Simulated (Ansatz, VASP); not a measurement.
# Two plane-wave programs on Ti

File POSCAR:

```
Ti
1.0
    2.9302007457      0.0000000000      0.0000000000
   -1.4651003729      2.5376282840      0.0000000000
    0.0000000000      0.0000000000      4.6485896576
Ti
2
Direct
    0.6666666667      0.3333333333      0.7500000000
    0.3333333333      0.6666666667      0.2500000000
```

The input INCAR.step1:

```
SYSTEM = Ti
ALGO = Normal
EDIFF = 1E-4
ENCUT = 520
GGA = PE
ISMEAR = -1
LASPH = .TRUE.
LCHARG = .FALSE.
LREAL = .FALSE.
LWAVE = .TRUE.
NBANDS = 19
NELM = 60
PREC = Accurate
SIGMA = 0.05
```

File INCAR.step2:

```
SYSTEM = Ti
ALGO = Normal
EDIFF = 1E-6
ENCUT = 520
ISIF = 2
ISMEAR = -1
ISTART = 1
LASPH = .TRUE.
LCHARG = .TRUE.
LELF = .TRUE.
LMIXTAU = .TRUE.
LREAL = .FALSE.
LVHAR = .TRUE.
LWAVE = .FALSE.
METAGGA = R2SCAN
NBANDS = 19
NELM = 60
PREC = Accurate
SIGMA = 0.05
```

Contents of KPOINTS:

```
k-points
0
G
  10 10 6
  0 0 0
```

Contents of input.yaml:

```yaml
crystal:
  lattice:
    - [2.9302007457, 0.0, 0.0]
    - [-1.4651003729, 2.537628284, 0.0]
    - [0.0, 0.0, 4.6485896576]
  atoms:
    - { symbol: Ti, position: [0.6666666667, 0.3333333333, 0.75] }
    - { symbol: Ti, position: [0.3333333333, 0.6666666667, 0.25] }
hamiltonian:
  xc: r2scan
  pseudopotentials: { kind: paw }
kpoints:
  mp_grid: { grid: [10, 10, 6] }
scf:
  occupations: { method: fermi_dirac, width: 0.05 }
output:
  forces: true
  stress: true
  eigenvalues: true
```

Alike in both runs: task single point; functional r2SCAN; k mesh 10 × 10 × 6; occupations fermi-dirac, width 0.05 eV; no spin polarisation.

|  | VASP | Ansatz |
| --- | --- | --- |
| version | VASP 6.6.1 | Ansatz 0.2.0 |
| potentials or method | VASP PAW PBE potentials, release 64 (Ti_sv) | Ansatz PAW |
| plane-wave cutoff (eV) | 520 | 500 |
| valence electrons in the cell | 24 | 24 |

Ansatz gave:

```
gap on the k mesh at the Fermi level (eV)       : none
pressure (GPa)                                  : 0.2
largest component of the traceless stress (GPa) : 0.43
```

Task: Estimate VASP's values.

Result: gap on the k mesh at the Fermi level (eV): none; pressure (GPa): 0.6; largest component of the traceless stress (GPa): 0.43.

A gap of «none» marks a metal or a gap that the smearing closes.

Caveats: the PAW data sets were made with another functional, which shifts forces and pressure a little (VASP); the PAW data sets come from PBE, with cores solved anew for the run's functional, which leaves a small shift of forces and pressure (Ansatz).
